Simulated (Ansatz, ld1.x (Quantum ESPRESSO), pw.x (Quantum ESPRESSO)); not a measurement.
niobium: one change to the TM potential, in the atom and in the diamond crystal

* Element: niobium (Nb)
* Generator: ld1.x (Quantum ESPRESSO) 7.5
* Type: norm-conserving Troullier–Martins (Kleinman–Bylander form)
* Functional: PBE
* Relativity: scalar-relativistic
* Frozen core: [Kr]
* Valence charge: 5
* Reference configuration: 4d4 5s1 5p0
* Partial waves: 5s (bound): rc 2.95 bohr; 5p (bound, empty): rc 4.20 bohr; 4d (bound): rc 2.25 bohr
* Local potential: all-electron potential smoothed inside 3.65 bohr (lloc = -1)
* Core correction: a·sin(br)/r model core, default radius (core density twice the valence density)

Change: local potential the d channel.

Cutoffs, loose and tight: the cutoffs (Ry, on a coarse ladder) from which the occupation-weighted sum of valence levels, in a spherical-Bessel basis at the reference potential, stays within 10 and 1 mRy of its value at 400 Ry. They do not see the model core or the augmentation charge, which bear on the density cutoff. Test errors are all-electron minus pseudo excitation energies from the reference, over the configurations 4d4 5s0 5p0; 4d3 5s0 5p0; 4d2 5s0 5p0; 4d5 5s0 5p0; 4d3 5s2 5p0; 4d4 5s0 5p1; 4d3 5s1 5p0; variants that change the core or the reference have their own tests.

Crystal test: diamond Nb in pw.x 7.5, no spin, 8³ k-points, Fermi–Dirac smearing 0.01 Ry, cutoffs set for each file from its atomic test. The reference is all-electron LAPW (Ansatz 0.2.0) with the same functional, mesh and smearing; V0 and B0 come from Birch–Murnaghan fits to the pressures at five volumes. Errors are pseudo minus all-electron; Δ is the rms difference of the E(V) curves that follow from these fits, minima aligned, over ±6 % about the mean V0. Mesh and smearing are coarse, so the numbers serve the comparison and aren't converged zero-temperature values; the lattice is a test structure that the element need not adopt.

All-electron: a0 = 5.922 Å (V0 = 25.96 Å³/atom), B0 = 64.5 GPa.

Does the change bring the crystal closer to the all-electron result?

The mean pressure error goes from +2.03 to +20.48 GPa, so the change moves the solid further from the all-electron pressures.

| quantity | base | changed |
| --- | --- | --- |
| outcome (atom) | generated | generated |
| cutoff, loose (atom) | 30 Ry | 30 Ry |
| cutoff, tight (atom) | 40 Ry | 35 Ry |
| bound ghosts (atom) | none | s, p |
| largest test error (meV) (atom) | -107 over the solved tests; 1 of 7 tests not solved or not reliable | -71 over the solved tests; 1 of 7 tests not solved or not reliable |
| cutoffs in pw.x (Ry) | 50/200 | 50/200 |
| a0 (Å) | 5.985 | – |
| a0 error (%) | +1.07 | – |
| B0 error (%) | -6.9 | – |
| Δ (meV/atom) | 11.3 | – |
| mean pressure error (GPa) | +2.03 | +20.48 |

A dash: not determined, or the minimum lies outside the volumes sampled.

Base: The largest radius (4.20 bohr) exceeds half the bond length (2.42 bohr), so the spheres overlap, which is one possible source of error among others. This is a poor potential for the solid. Atomic configuration tests: 1 of 7 tests not solved or not reliable. Changed file: The largest radius (4.20 bohr) exceeds half the bond length (2.42 bohr), so the spheres overlap, which is one possible source of error among others. This is a poor potential for the solid. Note: ghost states, extra bound levels that the all-electron valence spectrum of the same l lacks: s at -56.9 eV, p at -12.8 eV. A true bound ghost makes a file unfit for plane-wave use. Atomic configuration tests: 1 of 7 tests not solved or not reliable. The atomic cutoffs weigh occupied waves only.
